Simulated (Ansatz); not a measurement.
Diamond C, relaxed with r2SCAN: space group Fd-3m (No. 227), cubic; a = 3.560 Å in the conventional setting, 5.64 Å³ an atom. C is surrounded by 4 C at 1.54 Å. One-shot G0W0@PBE in Ansatz 0.2.0 on a 6×6×6 mesh (contour deformation, no spin-orbit coupling), from a PBE gap of 4.172 eV over the mesh points (the G0W0 gap is indirect on the mesh); the number N of bands summed and the screening cutoff rise together. No spin polarisation and no zero-point or thermal motion.

```csv
N,cutoff (eV),1000/N,G0W0 gap (eV)
24,80,41.667,5.227
46,140,21.739,5.451
```

**Question.** Lay a straight line in 1000/N through these rows.

**Answer.** The slope is -0.0112 eV per unit of 1000/N and the intercept 5.695 eV.

**Question.** Predict the gap at N = 81 (210 eV).

**Answer.** 5.695 + (-0.0112) × 12.346 = 5.557 eV; the run gives 5.547 eV, -0.010 eV from the line.

**Question.** With that run's result added, what limit do the last two rows suggest?

**Answer.** Their slope is (5.547 − 5.451)/(12.346 − 21.739) = -0.0102, which meets 1/N = 0 at 5.67 eV, against 5.695 eV from the first line. The two lines nearly agree; the k mesh isn't extrapolated.
